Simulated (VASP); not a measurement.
Write the native input for VASP 6.6.1 that does the following.

```
Task                   : single point
Functional             : PBEsol
Potentials or basis    : VASP PAW PBE potentials, release 64 (Nb_sv, C)
Cutoff                 : 520 eV
k mesh                 : 10 × 10 × 10
Occupations            : fermi-dirac, width 0.05 eV
Spin                   : no spin polarisation
Ladder                 : free
Further INCAR settings : ALGO = Normal; EDIFF = 1e-07; NBANDS = 16
```

The structure of NbC (Niobocarbide) lies in POSCAR:

```
NbC
1.0
    0.0000000000      2.2345500000      2.2345500000
    2.2345500000      0.0000000000      2.2345500000
    2.2345500000      2.2345500000      0.0000000000
Nb C
1 1
Direct
    0.0000000000      0.0000000000      0.0000000000
    0.5000000000      0.5000000000      0.5000000000
```

The input as run:

INCAR

```
ALGO = Normal
EDIFF = 1E-7
ENCUT = 520
GGA = PS
ISIF = 2
ISMEAR = -1
LASPH = True
LCHARG = True
LELF = True
LREAL = False
LVHAR = True
LWAVE = False
NBANDS = 16
NELM = 100
PREC = Accurate
SIGMA = 0.05
```

KPOINTS

```
k-points
0
Gamma
  10 10 10
```

Potentials or basis: VASP PAW PBE potentials, release 64 (Nb_sv, C).

Command:

```console
$ cat potpaw_PBE.64/Nb_sv/POTCAR potpaw_PBE.64/C/POTCAR > POTCAR
$ mpirun -np 1 vasp_std > vasp.out
```

It gave:

```
Pressure               : -4.5 GPa
Band gap on the k mesh : none (metal or under the smearing width)
```

Caveat: the PAW data sets were made with another functional, which shifts forces and pressure a little.

It took 16 s on 1 thread of Intel(R) Xeon(R) Platinum 8259CL CPU @ 2.50GHz (Skylake/Cascade Lake) (shared host), peak memory 0.15 GiB.
